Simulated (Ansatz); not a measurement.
# HfO2 in Ansatz: the effect of Hubbard term

Crystal: HfO2.

```
CELL_PARAMETERS angstrom
0.00000 2.55750 2.55750
2.55750 0.00000 2.55750
2.55750 2.55750 0.00000
ATOMIC_POSITIONS crystal
Hf 0.00000 0.00000 0.00000
O 0.75000 0.75000 0.75000
O 0.25000 0.25000 0.25000
```

Measurements of this composition are mostly on another form, of space group No. 14.

Alike in all runs:

- Program: Ansatz 0.2.0
- Task: density of states
- Functional: PBEsol
- Potentials or basis: all-electron LAPW, scalar-relativistic
- Cutoff: 343 eV (chosen from the basis error)
- Basis error allowed: 0.002 eV/atom
- k mesh: 9 × 9 × 9
- Occupations: fermi-dirac, width 0.05 eV
- Spin: no spin polarisation

```csv
Hubbard term,gap on the mesh (eV),pressure (GPa)
none,3.69,-10.2
Hf d U = 2 eV,4.02,-7.4
Hf d U = 4 eV,4.39,-4.3
Hf d U = 6 eV,4.81,-1.0
Hf d U = 8 eV,?,?
```

Q: What does the run with Hubbard term Hf d U = 8 eV give?

A: gap on the mesh 4.96 eV; pressure 2.6 GPa.

Worked out: A parabola through the other rows of the gap on the mesh, of slope 0.243 eV per eV there, extrapolates to 5.27 eV, against the run's 4.96. A straight line through the other rows of the pressure, of slope 1.54 GPa per eV, extrapolates to 2.0 GPa, against the run's 2.6.

Caveats: spin-orbit coupling is left out, which moves the levels of the heavy elements; an odd mesh through Γ misses points on the zone boundary, where band edges often lie; U is the effective U less J, on atomic orbitals that reach past the spheres (some runs).
